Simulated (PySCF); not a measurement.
Species: C4H2O3.
Bonds: O1–C2 (double), C2–C3, C3–C4 (double), C4–C5, C5–O6 (double), C5–O7, C2–O7. Hydrogens: H8 on C3; H9 on C4.

Theory: CAM-B3LYP/6-31G* geometry optimisation, gas phase (PySCF 2.14.0).

**Question.** List the bond lengths, angles and torsions at this level.

**Answer.** 
```tsv
bond	length (Å)	order
O1=C2, C5=O6	1.192	double
C2–C3, C4–C5	1.490	single
C3=C4	1.329	double
C2–O7, C5–O7	1.383	single
C3–H8, C4–H9	1.081	single
```

Bonds in one row agree within 0.01 Å and their mean is given. Orders are formal, as drawn. A selection of angles:
```tsv
angle	degrees
O1–C2–C3	129.7
O1–C2–O7	122.8
C3–C2–O7	107.5
C2–C3–C4	108.0
C2–C3–H8	122.0
C4–C3–H8	129.9
C2–O7–C5	109.0
```

Torsions: O1–C2–C3–C4 180° (antiperiplanar); C2–C3–C4–C5 0° (synperiplanar); C3–C4–C5–O6 180° (antiperiplanar); C4–C5–O7–C2 0° (synperiplanar); O1–C2–O7–C5 179° (antiperiplanar).

The 5-membered ring C2–C3–C4–C5–O7 has internal angles of 107.5° to 109.0° (sum 540°, against 540° for a flat polygon); it is planar, 0.00 Å rms from its mean plane, widest ring torsion 0°. The 7 heavy atoms lie in one plane (0.004 Å rms). The C–O distances run from 1.192 Å (C5=O6, drawn double) to 1.383 Å (C5–O7, drawn single), a spread of 0.191 Å. O7 (anhydride bridging oxygen) is bent (angle 109.0°). The 3 C–C bonds span 1.329 Å (C3=C4, drawn double) to 1.490 Å (C4–C5, drawn single), a spread of 0.161 Å.

Point group: C2v (every atom within 0.08 Å of its image). Not checked by CAM-B3LYP/6-31G* frequencies.
